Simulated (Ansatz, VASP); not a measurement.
# Cross-check of WS2 (Tungstenite) between VASP and Ansatz, part 2 of 2

Aim: how closely do two programs agree when they are given the same cell, functional and k mesh? Of the first pair: The cell is taken from a series of runs on this material, whose earlier steps may have relaxed, scaled, displaced or heated it; both programs get it as it stands.

VASP 6.6.1 and Ansatz 0.2.0.

So far. Step 5 (VASP: single point, PBEsol): The run ends at a pressure of -1.29 GPa, with forces up to 0.18 eV/Å.

## (7) Comparison

What differs besides the data sets and the points named for the pairs above, as far as they apply: the data sets hold 52 valence electrons in Ansatz (on its default PAW (the set named soft_2) files) and 36 in VASP; Ansatz makes its cores anew for this functional, VASP keeps those of its PBE data sets. Total energies have different zeros and are not compared.

Compared:

| quantity | Ansatz | VASP | difference |
| --- | --- | --- | --- |
| gap on the k mesh (eV) | 0.999 | 1.024 | -0.025 |

A gap on the mesh is an upper bound, since the band edges may lie between its points; neither run holds spin-orbit coupling, which can move the band edges of a compound of W.

## (8) Ansatz: relaxation, PBE with D3(BJ)

The two programs are compared at the cell with which this relaxation starts, whose forces are those of its first step. This pair takes another cell of the material, with 12 atoms against 6 for the pair before.

The structure compared here is the start of the Ansatz relaxation; VASP solves that cell, so the two are compared at the walk's first step.

input.yaml

```yaml
crystal:
  lattice:
    - [3.1532, 0.0, 0.0]
    - [-1.5766, 2.7307513032, 0.0]
    - [0.0, 0.0, 37.626865]
  atoms:
    - { symbol: S, position: [0.0, 0.0, 0.2126140458] }
    - { symbol: W, position: [0.6666666666, 0.3333333332, 0.2543709794] }
    - { symbol: S, position: [0.0, 0.0, 0.2961279129] }
    - { symbol: S, position: [0.6666666666, 0.3333333332, 0.3763667263] }
    - { symbol: W, position: [0.0, 0.0, 0.4181236598] }
    - { symbol: S, position: [0.6666666666, 0.3333333332, 0.4598805933] }
    - { symbol: S, position: [0.0, 0.0, 0.5401194067] }
    - { symbol: W, position: [0.6666666666, 0.3333333332, 0.5818763402] }
    - { symbol: S, position: [0.0, 0.0, 0.6236332737] }
    - { symbol: S, position: [0.6666666666, 0.3333333332, 0.7038720871] }
    - { symbol: W, position: [0.0, 0.0, 0.7456290206] }
    - { symbol: S, position: [0.6666666666, 0.3333333332, 0.7873859542] }
hamiltonian:
  xc: pbe
  dispersion: d3bj
kpoints:
  mp_grid: { grid: [12, 12, 1] }
scf:
  occupations: { method: fermi_dirac, width: 0.01 }
  convergence: { dr2_threshold: 1.0e-09 }
output:
  eigenvalues: true
  write_potential: true
  write_density: true
  volumetric_format: npy
  elf: true
efield:
  axis: 3
  dipole_correction: true
relax:
  f_tol: 0.015
  max_steps: 60
  constraints: [{ sites: [6, 5, 7] }]
checkpoint:
  write: pbe.run
  compress: false
  write_wavefunctions: false
```

Command:

```console
> ansatz run input.yaml --threads 2 --pin off --max-ram 4096MiB --backend cpu --events-out ev --progress --plain --runs-dir out
```

Numbers of over 12 decimals in the logs are rounded to 6 here.

The program printed:

```text
[...]
Crystal: 12 atoms, lattice volume = 323.990 Å³
Basis set: ecut = 420 eV, 6269 PW (Γ), exchange–correlation on 48×48×512 points (8 copies of the dense FFT grid, shifted against one another)
Bands: 64, of which v1, the nominal top of the filled ones, is band 52 counted from 1 (51 counted from 0)
Symmetry: 6 space group operations
[...]
- { symbol: S, position: [1.850371707924006e-17, -1.850371707277771e-17, 0.5401194067] }
    - { symbol: W, position: [0.666667, 0.333333, 0.5818763402] }
    - { symbol: S, position: [1.8556348459855706e-17, -1.850371707277771e-17, 0.623752] }
    - { symbol: S, position: [0.666667, 0.333333, 0.701781] }
    - { symbol: W, position: [1.7634229645713686e-17, -1.8503717072777704e-17, 0.743660] }
    - { symbol: S, position: [0.666667, 0.333333, 0.785575] }
[key lines of the parts left out:]
SCF converged after 12 iterations
Free energy (F): -48770.321031 eV
Fermi energy:    6.444893 eV
Dipole field:    D = 0.000085 V/Å  (p = 0.000151 e·Å, saw-weighted, corrected)
Work function:   Φ+ = 4.5816 eV   Φ− = 4.5847 eV
```

## (9) VASP: single point, PBE with D3(BJ), start cell

The same cell, functional, mesh and smearing now go to VASP, with its own data sets.

INCAR

```
SYSTEM = WS2
PREC = Accurate
ENCUT = 520
EDIFF = 1E-06
NELM = 120
ISMEAR = -1
SIGMA = 0.01
LREAL = .FALSE.
ALGO = Normal
GGA = PE
IVDW = 12
NBANDS = 48
LASPH = .TRUE.
LORBIT = 11
LWAVE = .FALSE.
LCHARG = .FALSE.
ISIF = 2
LDIPOL = .TRUE.
IDIPOL = 3
DIPOL = 0.5 0.5 0.5
LVHAR = .TRUE.
GGA_COMPAT = .FALSE.
EFERMI = MIDGAP
NELMDL = -8
KPAR = 2
```

POSCAR

```
WS2
1.0
    3.1532000000      0.0000000000      0.0000000000
   -1.5766000000      2.7307513032      0.0000000000
    0.0000000000      0.0000000000     37.6268650000
S W
8 4
Direct
    0.9999999204      0.9999998410      0.2126140458
    0.9999999204      0.9999998410      0.2961279129
    0.6666665871      0.3333331743      0.3763667263
    0.6666665871      0.3333331743      0.4598805933
    0.9999999204      0.9999998410      0.5401194067
    0.9999999204      0.9999998410      0.6236332737
    0.6666665871      0.3333331743      0.7038720871
    0.6666665871      0.3333331743      0.7873859542
    0.6666665871      0.3333331743      0.2543709926
    0.9999999204      0.9999998410      0.4181236731
    0.6666665871      0.3333331743      0.5818763269
    0.9999999204      0.9999998410      0.7456290074
```

KPOINTS

```
Automatic mesh
0
Gamma
12 12 1
0 0 0
```

PAW data sets: S and W (PBE family, release 64).

Command:

```console
> mpirun -np 2 vasp_std
```

The program printed:

```text
[banner, memory and clock lines left out]
running    2 mpi-ranks, on    1 nodes
[...]
LDA part: xc-table for (Slater+PW92), standard interpolation
 POSCAR, INCAR and KPOINTS ok, starting setup
[...]
entering main loop
       N       E                     dE             d eps       ncg     rms          rms(c)
DAV:   1     0.478982890035E+03    0.47898E+03   -0.30327E+04  1840   0.127E+03
DAV:   2    -0.468299986140E+02   -0.52581E+03   -0.50559E+03  2472   0.278E+02
DAV:   3    -0.982402694009E+02   -0.51410E+02   -0.50613E+02  2216   0.876E+01
DAV:   4    -0.100308641277E+03   -0.20684E+01   -0.20562E+01  2664   0.180E+01
[...]
DAV:  23    -0.947083019611E+02   -0.67491E-05   -0.18641E-07  1328   0.161E-03    0.385E-03
DAV:  24    -0.947083208527E+02   -0.18892E-04   -0.76418E-07  1512   0.256E-03    0.417E-03
DAV:  25    -0.947083211441E+02   -0.29141E-06   -0.33690E-07  1488   0.139E-03
   1 F= -.99483900E+02 E0= -.99483900E+02  d E =0.000000E+00
```

From OUTCAR (step 9):

```text
 Edisp (eV)   -4.77558

  Total      -0.23547    -0.23547    -0.08839     0.00000     0.00000     0.00000
  in kB      -1.16442    -1.16442    -0.43710     0.00000     0.00000     0.00000
  external pressure =       -0.92 kB  Pullay stress =        0.00 kB

 POSITION                                       TOTAL-FORCE (eV/Angst)
 -----------------------------------------------------------------------------------
      1.57660      2.73075      8.00000         0.000000      0.000000     -0.073993
      1.57660      2.73075     11.14237        -0.000000      0.000000      0.080370
      1.57660      0.91025     14.16150         0.000000     -0.000000     -0.064973
      1.57660      0.91025     17.30387        -0.000000     -0.000000      0.066510
      1.57660      2.73075     20.32300         0.000000      0.000000     -0.066510
      1.57660      2.73075     23.46536        -0.000000     -0.000000      0.064973
      1.57660      0.91025     26.48450         0.000000     -0.000000     -0.080370
      1.57660      0.91025     29.62687        -0.000000     -0.000000      0.073993
      1.57660      0.91025      9.57118        -0.000000     -0.000000      0.039155
      1.57660      2.73075     15.73268        -0.000000     -0.000000      0.001477
      1.57660      0.91025     21.89418        -0.000000     -0.000000     -0.001477
      1.57660      2.73075     28.05568        -0.000000      0.000000     -0.039155
 -----------------------------------------------------------------------------------
    total drift:                                0.000001      0.001669     -0.000056

  FREE ENERGIE OF THE ION-ELECTRON SYSTEM (eV)
  ---------------------------------------------------
  free  energy   TOTEN  =       -99.4839004509 eV

  energy  without entropy=      -99.4839004509  energy(sigma->0) =      -99.48390045

[... 3 further parts left out ...]
[key lines of the parts left out:]
E-fermi :   2.9365
```

## (10) Comparison

What differs besides the data sets and the points named for the pairs above, as far as they apply: the data sets hold 104 valence electrons in Ansatz (on its default PAW (the set named soft_2) files) and 72 in VASP. Total energies have different zeros and are not compared.

Forces on 7 of the 12 atoms, those with the largest forces and the largest differences (eV/Å; atoms numbered as in POSCAR):

| atom | Ansatz x, y, z | VASP x, y, z |
| --- | --- | --- |
| S1 | 0.000, 0.000, -0.130 | 0.000, 0.000, -0.074 |
| S2 | 0.000, 0.000, 0.135 | 0.000, 0.000, 0.080 |
| S4 | 0.000, 0.000, 0.121 | 0.000, 0.000, 0.067 |
| S5 | 0.000, 0.000, -0.121 | 0.000, 0.000, -0.067 |
| S6 | 0.000, 0.000, 0.119 | 0.000, 0.000, 0.065 |
| S7 | 0.000, 0.000, -0.135 | 0.000, 0.000, -0.080 |
| S8 | 0.000, 0.000, 0.130 | 0.000, 0.000, 0.074 |

The forces differ by 26 meV/Å r.m.s., which is 73.7 % of the r.m.s. force of 0.035 eV/Å (both taken over all components). With vacuum in the cell, a pressure given here is an average over mostly empty space and none of the material.

## (11) Further runs

Further runs change the set-up of one program: Ansatz's method, potentials or start, or VASP's data sets, cutoff or form of LDA. The table gives that difference for each run.

| run | r.m.s. force difference (meV/Å) |
| --- | --- |
| as above | 26 |
| VASP with the data sets S and W_sv and a cutoff of 400 eV | 1.7 |

## (12) What came out

```yaml
difference_in_gap_on_the_k_mesh_single_point_lda: -0.018 eV
difference_in_gap_on_the_k_mesh_single_point_pbesol: -0.025 eV
r_m_s_force_difference_single_point_pbe_with_d3_bj_start_cell: 26 meV/Å
```

In words: The r.m.s. force difference is 26 meV/Å (single point, PBE with D3(BJ), start cell), beyond the 12 meV/Å picked in this series as the mark of a large difference. The data sets hold unlike numbers of valence electrons (52 in Ansatz and 36 in VASP and 104 in Ansatz and 72 in VASP), so part of the differences comes from the potentials. Single point, PBE with D3(BJ), start cell, VASP with the data sets S and W_sv and a cutoff of 400 eV: r.m.s. force difference goes from 26 to 1.7 meV/Å. 6 further runs of this series are not shown here. How closely two codes agree says nothing of how well the functional describes the real material.

[Lines on the potential files, build, host, timing and source positions are cut from VASP's logs without a mark.]

[Logs are printed without paths, hosts, clocks, repeated set-up lines and the standing remarks that a program may print on its own settings, such as how far it seeks lower states.]

[Hosts, paths, dates, database ids (printed as entryN), source tags and the programs' standing remarks are cut or masked in the printed files.]
